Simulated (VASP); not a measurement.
A run of VASP 6.6.1 is set up as follows.

The input INCAR:

```
ALGO = Fast ; EDIFF = 1E-6
ENCUT = 520 ; GGA = PE
ISIF = 2 ; ISMEAR = 0
LASPH = T ; LCHARG = F
LREAL = F ; LWAVE = F
NBANDS = 24 ; NELM = 100
PREC = Accurate ; SIGMA = 0.05
```

Contents of KPOINTS:

```
k-points
0
Gamma
  8 6 6
```

File POSCAR:

```
KF
1.0
   -3.2601699387     -0.0000352939     -0.0000844029
    0.0001196968      3.2583176263      3.2583625573
   -0.0000491090      3.2612051023     -3.2612500333
K F
2 2
Direct
   -0.0100153460      0.0000293169     -0.0000044212
    0.0100153460      0.4999706831      0.5000044212
    0.4988138875      0.4999829398     -0.0000573455
    0.5011861125      0.0000170602      0.5000573455
```

Potentials or basis: VASP PAW PBE potentials, release 64 (K_sv, F).

The run is started by

```sh
$ cat potpaw_PBE.64/K_sv/POTCAR potpaw_PBE.64/F/POTCAR > POTCAR
$ mpirun -np 1 vasp_std > vasp.out
```

Problem. What does it give for the pressure?

Solution. 0.0 GPa.

Problem. Predict the band gap on the k mesh.

Solution. 6.25 eV.

Forces in eV/Å, atoms in the order of the input:
```
K   -0.002  0.000  0.000
K    0.002  0.000  0.000
F   -0.002  0.001  0.000
F    0.002 -0.001  0.000
```

A k mesh can miss the band edges.
